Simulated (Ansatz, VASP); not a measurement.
## InAs: VASP beside Ansatz

The input POSCAR:

```
InAs
1.0
    0.0000000000      3.0545915924      3.0545915924
    3.0545915924      0.0000000000      3.0545915924
    3.0545915924      3.0545915924      0.0000000000
In As
1 1
Direct
    0.0000000000      0.0000000000      0.0000000000
    0.2500000000      0.2500000000      0.2500000000
```

File INCAR.step1:

```
SYSTEM = InAs
  PREC = Accurate
  ENCUT = 520
  EDIFF = 1E-5
  ISMEAR = -1
  SIGMA = 0.02
  LREAL = .FALSE.
  LASPH = .TRUE.
  NELM = 100
  ALGO = Normal
  ISIF = 2
  LWAVE = .TRUE.
  LCHARG = .FALSE.
  GGA = PE
  NBANDS = 16
```

File INCAR.step2:

```
SYSTEM = InAs
  PREC = Accurate
  ENCUT = 520
  EDIFF = 1E-6
  ISMEAR = -1
  SIGMA = 0.02
  LREAL = .FALSE.
  LASPH = .TRUE.
  NELM = 100
  ALGO = Normal
  ISIF = 2
  LWAVE = .FALSE.
  LCHARG = .FALSE.
  GGA = PE
  LHFCALC = .TRUE.
  HFSCREEN = 0.2079
  PRECFOCK = Normal
  ISTART = 1
  NBANDS = 16
```

File KPOINTS:

```
regular mesh
0
G
  4 4 4
  0 0 0
```

Input for Ansatz:

```yaml
crystal:
  lattice:
    - [0.0, 3.0545915924, 3.0545915924]
    - [3.0545915924, 0.0, 3.0545915924]
    - [3.0545915924, 3.0545915924, 0.0]
  atoms:
    - { symbol: In, position: [0.0, 0.0, 0.0] }
    - { symbol: As, position: [0.25, 0.25, 0.25] }
kpoints:
  mp_grid: { grid: [4, 4, 4] }
hamiltonian:
  xc: hse06
scf:
  occupations: { method: fermi_dirac, width: 0.02 }
  n_extra_bands: 4
output:
  forces: true
  stress: true
  eigenvalues: true
```

Alike in both runs: task single point; functional HSE06; k mesh 4 × 4 × 4; occupations fermi-dirac, width 0.02 eV; no spin polarisation.

|  | VASP | Ansatz |
| --- | --- | --- |
| version | VASP 6.6.1 | Ansatz 0.2.0 |
| potentials or method | VASP PAW PBE potentials, release 64 (In_d, As) | plane waves, PAW |
| plane-wave cutoff (eV) | 520 | 420 |
| valence electrons in the cell | 18 | 28 |

```csv
,VASP,Ansatz,Ansatz less VASP
pressure (GPa),-0.1,0.1,+0.20
```

The functional is the same, so the differences come from potentials, cutoffs and numerics. The two sets of potentials don't hold the same shells in valence. Ansatz warned: «stress_exchange_threshold_loose».

Caveats: the k mesh is coarse (spacing up to 0.45 Å⁻¹), so the values aren't converged, least of all with exact exchange; the PAW data sets were made with another functional, which shifts forces and pressure a little (VASP); spin-orbit coupling is left out, which moves the levels of the heavy elements.
